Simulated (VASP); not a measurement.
Wanted: the native input for a VASP 6.6.1 run.

```yaml
Task: relaxation of cell and atoms
Functional: PBE
Potentials_or_basis: VASP PAW PBE potentials, release 64 (Ta_pv)
Cutoff: 520 eV
k_mesh: 18 × 18 × 18
Occupations: gaussian, width 0.1 eV
Spin: no spin polarisation
Further_INCAR_settings: ALGO = Fast; EDIFF = 1e-07; IBRION = 2; EDIFFG = -0.15; NSW = 80; ISIF = 3
```

The structure of Ta lies in POSCAR:

```
Ta                                      
1.0
   -1.6597609299      1.6597609299      1.6597609299
    1.6597609299     -1.6597609299      1.6597609299
    1.6597609299      1.6597609299     -1.6597609299
  Ta            
     1
Direct
     0.0000000000000000    0.0000000000000000    0.0000000000000000
```

One way to write it, as run:

INCAR

```
PREC = Accurate
ENCUT = 520
EDIFF = 1E-7
ISMEAR = 0
SIGMA = 0.1
LREAL = False
LASPH = True
NELM = 100
ALGO = Fast
ISIF = 3
LWAVE = False
LCHARG = False
GGA = PE
IBRION = 2
NSW = 80
EDIFFG = -0.15
```

KPOINTS

```
Automatic mesh
0
Gamma
  18 18 18
```

Potentials or basis: VASP PAW PBE potentials, release 64 (Ta_pv).

The run is started by

```sh
$ cat potpaw_PBE.64/Ta_pv/POTCAR > POTCAR
$ mpirun -np 1 vasp_std > vasp.out
```

It gave:

```json
{
 "Pressure after relaxing": "0.0 GPa",
 "Band gap on the k mesh": "none (metal or under the smearing width)"
}
```

Caveat: the relaxation stopped at its first step, so nothing moved.

It took 20 s on 1 thread of Intel(R) Xeon(R) Platinum 8488C (Sapphire Rapids) (shared host), peak memory 0.16 GiB.
